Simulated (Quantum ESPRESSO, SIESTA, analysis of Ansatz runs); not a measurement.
# Where Mg_Ga puts its levels in GaN (F-43m) (SIESTA)

Question: at which Fermi levels does Mg_Ga in GaN (F-43m) change its charge? Model: a cell of 54 host atoms with 1 Ga taken out and 1 Mg put in.

Calculated with SIESTA 5.4.2; SIESTA numerical-orbital DFT, PBEsol, DZP basis, PseudoDojo 0.4.1 potentials converted to PSML; charged supercells in a uniform background, point-charge correction with alignment at far sites.

## Step 1: The structure

The cell holds 54 atoms: 26 Ga, 27 N and 1 Mg. Its edges and angles: a = 9.607 Å, b = 9.607 Å, c = 9.607 Å, α = 60.0°, β = 60.0°, γ = 60.0°. It derives from GaN (space group F-43m). Nearest the centre at fractional (0.333, 0.667, 0.667): Mg35 at 0.00 Å, N18 at 1.96 Å, N30 at 1.96 Å, N34 at 1.96 Å, N36 at 1.96 Å, Ga13 at 3.20 Å, Ga5 at 3.20 Å, Ga25 at 3.20 Å.

Coordinates:

```xyz
54
Lattice="0.0026 6.7935 6.7935 6.7935 0.0026 6.7935 6.7935 6.7935 0.0026" Properties=species:S:1:pos:R:3 pbc="T T T"
Ga   -0.0002   -0.0002   -0.0002
N     1.1321    1.1321    1.1321
Ga    2.2643    2.2643    0.0007
N     3.3966    3.3966    1.1330
Ga    4.5288    4.5288    0.0016
N     5.6611    5.6611    1.1338
Ga    2.2643    0.0007    2.2643
N     3.3966    1.1330    3.3966
Ga    4.5288    2.2652    2.2652
N     5.6611    3.3975    3.3975
Ga    6.7933    4.5297    2.2660
N     7.9256    5.6620    3.3983
Ga    4.5288    0.0016    4.5288
N     5.6611    1.1338    5.6611
Ga    6.7933    2.2660    4.5297
N     7.9256    3.3983    5.6620
Ga    9.0578    4.5305    4.5305
N    10.1901    5.6628    5.6628
Ga    0.0007    2.2643    2.2643
N     1.1330    3.3966    3.3966
Ga    2.2652    4.5288    2.2652
N     3.3975    5.6611    3.3975
Ga    4.5297    6.7933    2.2660
N     5.6620    7.9256    3.3983
Ga    2.2652    2.2652    4.5288
N     3.3975    3.3975    5.6611
Ga    4.5297    4.5297    4.5297
N     5.6620    5.6620    5.6620
Ga    6.7942    6.7942    4.5305
N     7.9264    7.9264    5.6628
Ga    4.5297    2.2660    6.7933
N     5.6620    3.3983    7.9256
Ga    6.7942    4.5305    6.7942
N     7.9264    5.6628    7.9264
Mg    9.0586    6.7950    6.7950
N    10.1909    7.9273    7.9273
Ga    0.0016    4.5288    4.5288
N     1.1338    5.6611    5.6611
Ga    2.2660    6.7933    4.5297
N     3.3983    7.9256    5.6620
Ga    4.5305    9.0578    4.5305
N     5.6628   10.1901    5.6628
Ga    2.2660    4.5297    6.7933
N     3.3983    5.6620    7.9256
Ga    4.5305    6.7942    6.7942
N     5.6628    7.9264    7.9264
Ga    6.7950    9.0586    6.7950
N     7.9273   10.1909    7.9273
Ga    4.5305    4.5305    9.0578
N     5.6628    5.6628   10.1901
Ga    6.7950    6.7950    9.0586
N     7.9273    7.9273   10.1909
Ga    9.0595    9.0595    9.0595
N    10.1918   10.1918   10.1918
```

The host's dielectric constants go in as inputs: 6.13 for the electrons alone, 10.76 with the ions, from a response run on this crystal (DFPT, PBEsol, Quantum ESPRESSO) at that run's own cell.

The cell's shortest repeat is 9.6 Å.

The primitive cell was relaxed at this level beforehand, to 23.21 Å³.

The defect-free supercell was relaxed beforehand, from displaced atoms: they ended at most 0.01 Å from the sites they started about, so the symmetric structure holds.

## Step 2: Band edges

Levels are counted from the valence top, which comes from the unit cell, dense mesh; the energy of the host comes from the defect-free supercell at the defects' own k-points, so that the host's part of the sampling error cancels.

host.fdf

```
SystemName                      GaN
SystemLabel                     host
NumberOfSpecies                 2
NumberOfAtoms                   2
%block ChemicalSpeciesLabel
  1   31 Ga
  2    7 N
%endblock ChemicalSpeciesLabel
LatticeConstant                 1.0 Ang
%block LatticeVectors
     0.000875000     2.264491000     2.264491000
     2.264491000     0.000875000     2.264491000
     2.264491000     2.264491000     0.000875000
%endblock LatticeVectors
AtomicCoordinatesFormat         Fractional
%block AtomicCoordinatesAndAtomicSpecies
    -0.000042385    -0.000042385    -0.000042385  1
     0.249919368     0.249919368     0.249919368  2
%endblock AtomicCoordinatesAndAtomicSpecies
%block kgrid.MonkhorstPack
   12   0   0  0.00
    0  12   0  0.00
    0   0  12  0.00
%endblock kgrid.MonkhorstPack
XC.Functional                   GGA
XC.Authors                      PBEsol
PAO.BasisSize                   DZP
PAO.EnergyShift                 0.005 Ry
Mesh.Cutoff                     300 Ry
OccupationFunction              FD
ElectronicTemperature           0.01 eV
MaxSCFIterations                150
SCF.MustConverge                true
SCF.Mixer.Method                Pulay
SCF.Mixer.Weight                0.2
SCF.Mixer.History               10
SCF.DM.Tolerance                1.0e-4
SCF.H.Tolerance                 1.0e-3 eV
WriteForces                     true
Charge.Mulliken                 end
```

Run with:

```sh
OMP_NUM_THREADS=1 siesta host.fdf > host.out
```

What it wrote:

```text
Version         : 5.4.2

                           ***********************
                           *  WELCOME TO SIESTA  *
                           ***********************

[...]
reinit: Reading from file host.fdf

reinit: -----------------------------------------------------------------------
reinit: System Name: GaN
reinit: -----------------------------------------------------------------------
reinit: System Label: host
reinit: -----------------------------------------------------------------------

initatom: Reading input for the pseudopotentials and atomic orbitals ----------
Species number:   1 Atomic number:   31 Label: Ga
Species number:   2 Atomic number:    7 Label: N

[... pseudopotential checks and orbital generation ...]

prinput: Basis input

PAO.BasisType split

%block ChemicalSpeciesLabel
    1   31 Ga                      # Species index, atomic number, species label
    2    7 N                       # Species index, atomic number, species label
%endblock ChemicalSpeciesLabel

%block PAO.Basis                 # Define Basis set
# WARNING: This information might be incomplete!
[...]
(Free)E + p*V (eV/cell)    -2359.2450
Target enthalpy (eV/cell)    -2359.2365
[...]
siesta: Final energy (eV):
siesta:  Band Struct. =    -300.928224
siesta:       Kinetic =    1897.633525
siesta:       Hartree =     592.178091
siesta:         Exch. =    -607.176754
siesta:         Corr. =     -39.278050
siesta:   Exch.-corr. =    -646.454804
siesta:  Ion-electron =   -2924.813018
siesta:       Ion-ion =   -1277.780327
siesta:         Total =   -2359.236533
siesta:         Fermi =      -5.464931
[...]
siesta: Stress tensor (static) (eV/Ang**3):
siesta:     0.000363   -0.000197   -0.000197
siesta:    -0.000197    0.000363   -0.000197
siesta:    -0.000197   -0.000197    0.000363
[...]
siesta: Cell volume =         23.210794 Ang**3
[...]
siesta: Pressure (static):
siesta:                Solid            Molecule  Units
siesta:          -0.00000396         -0.00000242  Ry/Bohr**3
siesta:          -0.00036322         -0.00022202  eV/Ang**3
siesta:          -0.58193601         -0.35572156  kBar
[...]
mulliken: Qtot =       18.000

Mulliken Atomic Populations:
Atom #   charge [q] valence [e]  Species
     1     0.862956   12.137044  Ga
     2    -0.862956    5.862956  N
 Total     0.000000

Job completed
```

The job ended after 39 s (1 MPI rank of Arm Neoverse V2, shared host; peak memory 0.21 GiB).

The gap at this level is 1.65 eV.

Test of the sampling: at one point at (¼, ¼, ¼) the host's energy lies 74 meV an atom above its value on the primitive cell's dense mesh, too far, so all defect runs take a 2×2×2 mesh.

(Continued in part 2 of 3.)

[Logs are printed without paths, hosts, clocks, repeated set-up lines and the standing remarks that a program may print on its own settings, such as how far it seeks lower states.]

[Hosts, paths, dates, database ids (printed as entryN), source tags and the programs' standing remarks are cut or masked in the printed files.]

[For some hosts the program warned that the k-mesh of the response run may be too coarse for force constants and the static dielectric constant; such warnings are not shown here.]

[Charge tables in the logs are Mulliken or Hirshfeld populations, whose sizes and signs can differ; where basis functions stand at a vacancy, SIESTA counts their charge against the missing atom's valence.]

[In relaxation paths of CP2K, step 0 can be the structure after the first move, since the trajectory file begins there, and the last row can be the final structure solved once more.]
